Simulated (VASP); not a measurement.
**VASP 6.6.1 run: AlN**

INCAR

```
LASPH = .FALSE.
IBRION = -1
ISMEAR = -1
SIGMA = 0.02
NSW = 0
ISIF = 2
PREC = Accurate
NELM = 75
LCHARG = .FALSE.
ISPIN = 2
ENCUT = 520
LWAVE = .FALSE.
NBANDS = 11
MAGMOM = -1 1
EDIFF = 1E-7
LREAL = .FALSE.
GGA = PE
```

KPOINTS

```
KPOINTS created by Atomic Simulation Environment
0
Gamma
10 10 10
0 0 0
```

POSCAR

```
Al N
 1.0000000000000000
     0.0000000000000000    2.0592458212000002    2.0592458212000002
     2.0592458212000002    0.0000000000000000    2.0592458212000002
     2.0592458212000002    2.0592458212000002    0.0000000000000000
 Al  N
   1   1
Cartesian
  0.0000000000000000  0.0000000000000000  0.0000000000000000
  2.0592458211999998  2.0592458211999998  2.0592458211999998
```

The recommended PBE PAW datasets give the neutral cell 8 valence electrons.

Command

```
mpirun -np 1 vasp_std
```

Question: Predict the outcome of this run.

Answer: It converged. Results: pressure -8.5 GPa; magnetic moment of the cell 0.00 μB.

OSZICAR

```
N       E                     dE             d eps       ncg     rms          rms(c)
DAV:   1     0.103107084345E+02    0.10311E+02   -0.38690E+03  2148   0.610E+02
DAV:   2    -0.151313236452E+02   -0.25442E+02   -0.24291E+02  2534   0.137E+02
DAV:   3    -0.159547878723E+02   -0.82346E+00   -0.82172E+00  2502   0.220E+01
DAV:   4    -0.159583606515E+02   -0.35728E-02   -0.35726E-02  2305   0.155E+00
DAV:   5    -0.159583919283E+02   -0.31277E-04   -0.31277E-04  2439   0.141E-01    0.812E+00
DAV:   6    -0.145442934126E+02    0.14141E+01   -0.85143E+00  2260   0.144E+01    0.257E+00
DAV:   7    -0.145356307690E+02    0.86626E-02   -0.17214E-01  2306   0.298E+00    0.172E+00
DAV:   8    -0.145263153972E+02    0.93154E-02   -0.19134E-02  2158   0.121E+00    0.510E-01
DAV:   9    -0.145292755725E+02   -0.29602E-02   -0.30052E-03  2224   0.501E-01    0.205E-01
DAV:  10    -0.145293448417E+02   -0.69269E-04   -0.24594E-04  2364   0.122E-01    0.101E-01
DAV:  11    -0.145293738932E+02   -0.29052E-04   -0.37139E-05  2257   0.531E-02    0.279E-02
DAV:  12    -0.145293777149E+02   -0.38216E-05   -0.14831E-05  2176   0.355E-02    0.875E-03
DAV:  13    -0.145293794775E+02   -0.17626E-05   -0.50779E-07  2287   0.767E-03    0.260E-03
DAV:  14    -0.145293794290E+02    0.48539E-07   -0.87643E-08  2215   0.267E-03
   1 F= -.14529379E+02 E0= -.14529379E+02  d E =-.373869E-13  mag=    -0.0000
```

For comparison, a separate PBE run of the intended cell, on usual settings and not on those above, gives a gap of 4.09 eV on its mesh and a pressure of -8.5 GPa.
